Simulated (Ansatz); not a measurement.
Straining SiNi2

All numbers below come from DFT r2SCAN, scalar-relativistic, plane waves, PAW (Ansatz). Run with 500 eV cutoff, 12×12×8 k-mesh, Gaussian smearing of 0.10 eV, no spin polarisation.

The relaxed crystal:

```xyz
6
Lattice="3.8695 0.0000 0.0000 -1.9348 3.3511 0.0000 0.0000 0.0000 4.9268" Properties=species:S:1:pos:R:3 pbc="T T T"
Si    0.0000    2.2341    3.6951
Si    1.9348    1.1170    1.2317
Ni    0.0000    0.0000    0.0000
Ni    0.0000    0.0000    2.4634
Ni    0.0000    2.2341    1.2317
Ni    1.9348    1.1170    3.6951
```

Deformation: biaxial strain in the a-b plane, with the length and tilt of c and the atoms relaxed, all within the symmetry that the strain leaves. Energies are extrapolated to zero smearing.

```csv
strain (%),ΔE (meV/atom),a (Å),b (Å),c (Å)
-6.0,140.5,3.637,3.637,5.216
-4.0,59.7,3.715,3.715,5.101
-2.0,14.4,3.792,3.792,5.003
+0.0,0.0,3.870,3.870,4.927
+2.0,13.1,3.947,3.947,4.868
+4.0,49.9,4.024,4.024,4.820
+6.0,106.5,4.102,4.102,4.780
```

(1) What stiffness (1/V) d²E/dε² at zero strain does a cubic fit over all points give?

(2) How does the free axis c answer a small strain?

## Answers

(1) A cubic fit gives (1/V) d²E/dε² = 1032 GPa at zero strain (twice the biaxial modulus).

(2) Between the innermost points its strain is -0.69 times the applied one.